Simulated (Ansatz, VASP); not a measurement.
## One calculation of TiB2, two programs

```
Ti B
1.0
     3.02593    0.00000    0.00000
    -1.51296    2.62053    0.00000
     0.00000    0.00000    3.22877
Ti B
1 2
Direct
  0.00000 0.00000 0.00000
  0.33333 0.66667 0.50000
  0.66667 0.33333 0.50000
```

The cell is a database's computed one.

Alike in both runs: task single point; functional LDA; k mesh 6 × 6 × 6; occupations gaussian, width 0.1 eV; no spin polarisation.

|  | VASP | Ansatz |
| --- | --- | --- |
| version | VASP 6.6.1 | Ansatz 0.2.0 |
| potentials or method | VASP PAW LDA potentials, release 64 (Ti_sv, B) | scalar-relativistic, plane waves, PAW |
| plane-wave cutoff (eV) | 520 | 600 |
| valence electrons in the cell | 18 | 18 |

Ansatz gave:

```
gap on the k mesh at the Fermi level (eV)       : none
pressure (GPa)                                  : -10.5
largest component of the traceless stress (GPa) : 2.55
```

**Question.** Which values does VASP return?

**Answer.** gap on the k mesh at the Fermi level (eV): none; pressure (GPa): -9.9; largest component of the traceless stress (GPa): 2.54.

A gap of «none» marks a metal or a gap that the smearing closes. Ansatz warned: «pseudo_functional_mismatch».

Caveats: the k mesh is coarse (spacing up to 0.40 Å⁻¹), so the values aren't converged.
